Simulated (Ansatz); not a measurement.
The cell is COD entry 9008725, as deposited and not checked against the literature; nothing was relaxed.

An input for SnSe and the output that it gave: DFT, PBE, all-electron LAPW, scalar-relativistic (Ansatz 0.2.0).

```yaml
crystal:
  lattice:
    - [0.0, 3.01, 3.01]
    - [3.01, 0.0, 3.01]
    - [3.01, 3.01, 0.0]
  atoms:
    - { symbol: Sn, position: [0.0, 0.0, 0.0] }
    - { symbol: Se, position: [0.5, 0.5, 0.5] }
kpoints:
  mp_grid: { grid: [7, 7, 7] }
  band_path:
    path:
      - [0.0, 0.0, 0.0]
      - [0.5, 0.0, 0.5]
      - [0.625, 0.25, 0.625]
      - [0.375, 0.375, 0.75]
      - [0.0, 0.0, 0.0]
      - [0.5, 0.5, 0.5]
      - [0.5, 0.25, 0.75]
      - [0.5, 0.0, 0.5]
    npoints: 8
scf:
  occupations: { method: fermi_dirac, width: 0.01 }
hamiltonian:
  xc: pbe
  pseudopotentials: { kind: all_electron, lapw: { basis_error: 0.0005 } }
output:
  forces: true
  stress: true
  eigenvalues: true
  populations: true
  dos: { projected: true, de: 0.2, e_range: [-14, 8] }
```

The log:

```
Sn: projections on atomic orbitals take those of the free atom 1s2 2s2 2p6 3s2 3p6 3d10 4s2 4p6 4d10 5s2 5p2, of charge +0.00 (hamiltonian.pseudopotentials.projection_atoms)
Se: projections on atomic orbitals take those of the free atom 1s2 2s2 2p6 3s2 3p6 3d10 4s2 4p4, of charge +0.00 (hamiltonian.pseudopotentials.projection_atoms)
LAPW: plane waves up to 7.367 Å⁻¹, error target 5.0e-4 eV per atom; small_component_spin mean_spin; Se in spheres of 1.437 Å, 24 of its electrons in bands, Dirac shells []; Sn in spheres of 1.573 Å, 22 of its electrons in bands, Dirac shells []
Engine: ansatz 0.2.0
Pseudopotentials: kind: all_electron
Pseudopotential: Sn, LAPW, valence charge 22, Koelling and Harmon's equation, gaussian nucleus
Pseudopotential: Se, LAPW, valence charge 24, Koelling and Harmon's equation, gaussian nucleus
Functional definition: PBE
  parameter kappa = 0.804
  parameter beta = 0.06672455060314922
  exchange = pbe_x(kappa = kappa, mu = beta*pi^2/3)
  correlation = pbe_c(beta = beta)
Crystal: 2 atoms, lattice volume = 54.542 Å³
Basis set: ecut = 206.80391231510743 eV, 339 PW (Γ), exchange–correlation at level 2
Bands: 28, of which v1, the nominal top of the filled ones, is band 23 counted from 1 (22 counted from 0)
Symmetry: 48 space group operations
Space group: Fm-3m (ITA 225), of the structure as read, at distance tolerance 3.8e-5 Å
k-points: 20 of 343
Non-local potential: Sn, projectors of the file, none
Non-local potential: Se, projectors of the file, none
Initial density: superposition of atomic densities (chi_scale 0.1, normalization cell, long waves kept (reshape's long-wave potential 0.00 eV rms))
Initial wavefunctions: plane waves of lowest kinetic energy (no species holds an atomic orbital)
Functional: x = pbe(κ = 0.804, μ = 0.2195149727645171), c = pbe(β = 0.06672455060314922)
iter 1 solved again at ethr=1.26e-3 eV; its pass at ethr=1.00e-1 eV (dr2=5.78e-1 eV) is discarded
SCF iter   1: F=—  HF=-234216.156436 eV  |F-HF|=—  |Δ(HF+E_count)|=         —  Δρ=2.16e-2  dr2=5.78e-1  ethr=1.26e-3  ⟨swp⟩=2.1  Hψ=3525  notcnv=0
preconditioner: auto → none  [insulator: Δε(μ)=0.927 eV  Ē_g=18.131 eV  σ=0.010 eV  W_gap=1.00  n_scr=14 (ndim 8)  ℏωp=22.5 eV  f_vac=0.041  D(μ)=0.00/eV (n_scr^D=0)  ε∞_Penn≈2.5]
iter 2 solved again at ethr=3.48e-5 eV; its pass at ethr=1.26e-3 eV (dr2=1.60e-2 eV) is discarded
SCF iter   2: F=—  HF=-234215.991795 eV  |F-HF|=—  |Δ(HF+E_count)|=   1.65e-1  Δρ=5.27e-3  dr2=1.60e-2  ethr=3.48e-5  ⟨swp⟩=2.4  Hψ=3011  notcnv=0
SCF iter   3: F=—  HF=-234215.970222 eV  |F-HF|=—  |Δ(HF+E_count)|=   2.16e-2  Δρ=3.23e-3  dr2=8.44e-3  ethr=3.48e-5  ⟨swp⟩=2.8  Hψ=1794  notcnv=0
SCF iter   4: F=—  HF=-234215.971819 eV  |F-HF|=—  |Δ(HF+E_count)|=   1.60e-3  Δρ=8.47e-4  dr2=4.71e-4  ethr=1.83e-5  ⟨swp⟩=2.2  Hψ=1764  notcnv=0
SCF iter   5: F=—  HF=-234215.971974 eV  |F-HF|=—  |Δ(HF+E_count)|=   1.55e-4  Δρ=1.15e-4  dr2=8.68e-6  ethr=1.02e-6  ⟨swp⟩=2.2  Hψ=1721  notcnv=0
SCF iter   6: F=—  HF=-234215.971983 eV  |F-HF|=—  |Δ(HF+E_count)|=   8.55e-6  Δρ=1.25e-5  dr2=9.99e-8  ethr=1.89e-8  ⟨swp⟩=2.9  Hψ=1718  notcnv=0
SCF iter   7: F=-234215.971982 eV  HF=-234215.971982 eV  |F-HF|=2.36e-9  |Δ(HF+E_count)|=   5.39e-7  Δρ=5.28e-6  dr2=2.25e-8  ethr=2.17e-10  ⟨swp⟩=2.9  Hψ=1724  notcnv=0
SCF 1 converged in 7 iterations: F = -234215.971982 eV  dr2 = 2.25e-8
NSCF: frozen V_eff on 57 k-points
SCF converged after 7 iterations
Free energy (F): -234215.971982 eV
Harris-Foulkes:  -234215.971982 eV  (|F-HF|=2.36e-9)
Internal energy: -234215.971982 eV  (E = F + TS)
E sigma→0 (E₀):  -234215.971982 eV
Fermi energy:    11.093929 eV
--- Per-component energies (eV) ---
  E_band       = -2324.191864
  E_kinetic    = 244478.070810
  E_xc         = -6892.854137
  E_electrostatic = -471801.188656  (all electrons and nuclei)
  E_smearing   = -0.000000  (= −TS)
  E_closure    = 0.000000  (closes the sum)
  E_atoms      = -234207.782353  (free atoms, spherical and without spin; not in F)
  Σ components = -234215.971982   (vs F -234215.971982, Δ=0.00e0)
  Basis errors (estimates in eV, not in F): energy 1.8e-4 per atom: plane waves 1.7e-4 (9.1e-5 summed), levels above the bands 7.2e-245, relativity 2.8e-8, radial functions 1.5e-5, core shells 9.3e-10; eigenvalues (radial functions only) 1.8e-6; not estimated: angular momenta, meshes, grids; target (lapw.basis_error) 5.0e-4; muffin-tin radii Se 1.437 Å, Sn 1.573 Å
--- Forces (eV/Å), atoms counted from 1 ---
  atom   1  Sn    -0.00000000     0.00000000     0.00000000
  atom   2  Se    -0.00000000     0.00000000    -0.00000000
  max |Σ_I F_I| component: 3.70e-31 eV/Å
--- Stress (GPa, compression-positive) ---
        0.963932      -0.000000      -0.000000
       -0.000000       0.963932      -0.000000
       -0.000000      -0.000000       0.963932
  P = ⅓ Tr σ = 0.9639 GPa (9.639 kbar)
--- Band table (eV; the first three rows and the last of 20) ---
  k-point 0: bands = ["-197.1923", "-136.6589", "-136.6589", "-136.6589", "-118.8013", "-74.5878", "-74.5878", "-74.5878", "-36.8714", "-36.8714", "-36.8699", "-36.8699", "-36.8699", "-10.8112", "-10.8112", "-10.8112", "-10.8087", "-10.8087", "-3.0644", "5.7359", "8.6141", "8.6141", "8.6141", "15.1215", "15.1215", "15.1215", "16.6743", "16.6743"]
  k-point 1: bands = ["-197.1923", "-136.6589", "-136.6589", "-136.6589", "-118.8013", "-74.5878", "-74.5878", "-74.5878", "-36.8714", "-36.8714", "-36.8699", "-36.8699", "-36.8699", "-10.8111", "-10.8111", "-10.8108", "-10.8080", "-10.8080", "-2.9231", "5.0119", "8.6400", "8.6400", "9.1802", "14.0608", "14.2273", "14.2273", "16.6649", "17.1471"]
  k-point 2: bands = ["-197.1923", "-136.6589", "-136.6589", "-136.6589", "-118.8013", "-74.5878", "-74.5878", "-74.5878", "-36.8714", "-36.8714", "-36.8699", "-36.8698", "-36.8698", "-10.8142", "-10.8142", "-10.8097", "-10.8029", "-10.8029", "-2.5584", "3.7743", "8.7274", "8.7274", "10.0104", "12.6272", "12.9557", "12.9557", "17.1791", "18.3771"]
  k-point 19: bands = ["-197.1923", "-136.6589", "-136.6589", "-136.6589", "-118.8013", "-74.5878", "-74.5878", "-74.5878", "-36.8714", "-36.8714", "-36.8699", "-36.8698", "-36.8698", "-10.8275", "-10.8088", "-10.8070", "-10.8032", "-10.7948", "-1.8550", "3.7474", "5.9804", "6.7190", "9.6817", "12.5440", "15.1071", "15.7932", "17.2561", "18.6768"]
--- Löwdin populations: 2 sites ---
  site symbol       q [e]
     0     Sn     49.6782
     1     Se     34.2693
  spilling = 0.000625 (of n_electrons = 84.000000)
```
